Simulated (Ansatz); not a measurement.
# CuO (C2/c)

All numbers are calculated (PBE+U, U_eff = 5.0 eV (Dudarev form) on Cu d, fully localised double counting, collinear spin, scalar-relativistic, 420 eV, PAW set soft_2, 7×7×4 mesh, Gaussian smearing of 0.05 eV) with the plane-wave PAW code Ansatz.

```xyz
8
Lattice="2.3418 -1.7113 0.0000 1.4918 1.7113 5.0579 -1.7001 0.0000 10.1157" Properties=species:S:1:pos:R:3 pbc="T T T"
Cu   -0.5291    0.8556   10.1157
Cu    0.7459   -0.8556    2.5289
O     0.4293   -0.2793   11.3802
O     1.7043    0.2793    3.7934
Cu    0.3209    0.8556    5.0579
Cu   -0.1041   -0.8556    7.5868
O     1.2793   -0.2793    6.3223
O     0.8543    0.2793    8.8513
```

The structure is that of a cell as deposited in COD, unrelaxed. The cell shown is twice the primitive one, so that more magnetic patterns fit.

Cell and atoms stay fixed. Atoms count from 1 in the text and from 0 in parts of the program's output.

Two runs on this cell converged from different starts. The ends of their outputs, energies left out (λ are the eigenvalues of a shell's occupation matrix):

Run A:

```
Magnetization: 0.0000 μB (50.0000 up, 50.0000 down)
Absolute magnetization: 0.0000 μB (∫|ρ↑−ρ↓|, with the PAW one-centre terms)
Per-site moments (μB) at R_I (Å): [(-0.00001, 0.80469), (0.00000, 0.80469), (0.00000, 0.80469), (0.00000, 0.80469), (0.00001, 0.80469), (0.00000, 0.80469), (0.00000, 0.80469), (0.00000, 0.80469)]
Entropy (-TS):   -0.004519 eV (-0.565 meV/atom)
Fermi energy:    11.683324 eV
--- Forces (eV/Å), atoms counted from 1 ---
  atom   1  Cu     0.00000000     0.00000000     0.00000000
  atom   2  Cu     0.00000000     0.00000000     0.00000000
  atom   3  O     -0.00370816     0.14264818     0.01612856
  atom   4  O      0.00370816    -0.14264818    -0.01612856
  atom   5  Cu     0.00000000     0.00000000     0.00000000
  atom   6  Cu     0.00000000     0.00000000     0.00000000
  atom   7  O     -0.00370816     0.14264818     0.01612856
  atom   8  O      0.00370816    -0.14264818    -0.01612856
--- Stress (GPa, compression-positive) ---
        8.512394      -0.059874      -1.531948
       -0.059874       8.317522      -0.025992
       -1.531948      -0.025992       7.741536
  P = ⅓ Tr σ = 8.1905 GPa (81.905 kbar)
--- Löwdin populations: 8 sites ---
  site symbol       q [e]    m [muB]
     0     Cu     18.0614     0.0000
     1     Cu     18.0615     0.0000
     2      O      6.8428     0.0000
     3      O      6.8428     0.0000
     4     Cu     18.0614     0.0000
     5     Cu     18.0615     0.0000
     6      O      6.8428     0.0000
     7      O      6.8428     0.0000
--- Occupation matrices: 4 shells (run DFT+U table (all-electron-ortho-atomic); ε = 1.89e-4) ---
  Cu0 d_3D up     Tr n = 4.7571  λ = 0.793 0.976 0.995 0.996 0.997
  Cu0 d_3D dn     Tr n = 4.7571  λ = 0.793 0.976 0.995 0.996 0.997
  Cu1 d_3D up     Tr n = 4.7570  λ = 0.793 0.977 0.994 0.996 0.997
  Cu1 d_3D dn     Tr n = 4.7570  λ = 0.793 0.977 0.994 0.996 0.997
  Cu4 d_3D up     Tr n = 4.7571  λ = 0.793 0.976 0.995 0.996 0.997
  Cu4 d_3D dn     Tr n = 4.7571  λ = 0.793 0.976 0.995 0.996 0.997
  Cu5 d_3D up     Tr n = 4.7570  λ = 0.793 0.977 0.994 0.996 0.997
  Cu5 d_3D dn     Tr n = 4.7570  λ = 0.793 0.977 0.994 0.996 0.997
```

Run B:

```
Magnetization: 0.0000 μB (50.0000 up, 50.0000 down)
Absolute magnetization: 3.3476 μB (∫|ρ↑−ρ↓|, with the PAW one-centre terms)
Per-site moments (μB) at R_I (Å): [(0.60521, 0.80469), (0.60378, 0.80469), (0.15131, 0.80469), (-0.15131, 0.80469), (-0.60520, 0.80469), (-0.60378, 0.80469), (-0.15131, 0.80469), (0.15131, 0.80469)]
Entropy (-TS):   -0.000033 eV (-0.004 meV/atom)
Fermi energy:    11.891891 eV
--- Forces (eV/Å), atoms counted from 1 ---
  atom   1  Cu     0.00000000     0.00000000     0.00000000
  atom   2  Cu     0.00000000     0.00000000     0.00000000
  atom   3  O      0.02823943     0.11101814     0.14622563
  atom   4  O     -0.02824581    -0.11100004    -0.14627476
  atom   5  Cu     0.00000000     0.00000000     0.00000000
  atom   6  Cu     0.00000000     0.00000000     0.00000000
  atom   7  O      0.02824581     0.11100004     0.14627476
  atom   8  O     -0.02823943    -0.11101814    -0.14622563
--- Stress (GPa, compression-positive) ---
        8.201527      -0.073859       0.405395
       -0.073841       8.940327      -0.013720
        0.405325      -0.013667       9.123245
  P = ⅓ Tr σ = 8.7550 GPa (87.550 kbar)
--- Löwdin populations: 8 sites ---
  site symbol       q [e]    m [muB]
     0     Cu     17.9391     0.5472
     1     Cu     17.9321     0.5511
     2      O      6.9493     0.1924
     3      O      6.9493    -0.1924
     4     Cu     17.9391    -0.5471
     5     Cu     17.9321    -0.5511
     6      O      6.9493    -0.1924
     7      O      6.9493     0.1924
--- Occupation matrices: 4 shells (run DFT+U table (all-electron-ortho-atomic); ε = 4.28e-3) ---
  Cu0 d_3D up     Tr n = 4.9647  λ = 0.983 0.990 0.996 0.997 0.998
  Cu0 d_3D dn     Tr n = 4.4042  λ = 0.435 0.978 0.996 0.997 0.999
  Cu1 d_3D up     Tr n = 4.9608  λ = 0.983 0.986 0.996 0.997 0.998
  Cu1 d_3D dn     Tr n = 4.4012  λ = 0.430 0.979 0.996 0.997 0.999
  Cu4 d_3D up     Tr n = 4.4042  λ = 0.435 0.978 0.996 0.997 0.999
  Cu4 d_3D dn     Tr n = 4.9647  λ = 0.983 0.990 0.996 0.997 0.998
  Cu5 d_3D up     Tr n = 4.4012  λ = 0.430 0.979 0.996 0.997 0.999
  Cu5 d_3D dn     Tr n = 4.9608  λ = 0.983 0.986 0.996 0.997 0.998
```

Task: Which run lies higher in energy, by how much, and why?

Result: Run A, by 55.4 meV/atom. Run A has no gap on the mesh (a metal); run B has a gap of 0.16 eV. Flag on run A: starting moments lost, possible saddle point. With J = 0 the Hubbard energy is (U/2) Σ λ(1 − λ), a penalty on fractional natural occupations. The sums Σ λ(1 − λ) over the cell's shells are 1.25 for run B and 1.60 for run A, which at U/2 = 2.50 eV give 3.12 and 3.99 eV per cell. Of the difference of 0.44 eV per cell, the Hubbard term gives 0.87 eV and all other terms -0.43 eV, so the Hubbard term alone decides the order: the other terms favour run A. The other terms are taken on each state's own density, so they aren't the result of a run without U.

Every start opposed the Cu moments, so their parallel order wasn't tried, nor other patterns of signs.

In the lower state the fixed cell carries a pressure of 8.8 GPa (the cell is smaller than this level of theory would relax to) and forces up to 0.19 eV/Å; relaxing would change energies and could change the order of close states.

Run A started from: random orbitals: single harmonics, high spin, moments Cu1 1.00; Cu2 1.00; Cu5 -1.00; Cu6 -1.00 μB, occupations held for 5 iterations. Run B started from: random orbitals: single harmonics, high spin, moments Cu1 1.00; Cu2 1.00; Cu5 -1.00; Cu6 -1.00 μB, occupations held until the density converged. At this level the cell was started in 11 ways. Run B holds the lowest state found for this cell, which doesn't make it the ground state. For metallic states the mesh is coarse, so energy differences carry some meV/atom. U is one value of a scan, not fitted to this compound, so the states needn't resemble the real material's. A gap on the mesh alone may shrink between mesh points.
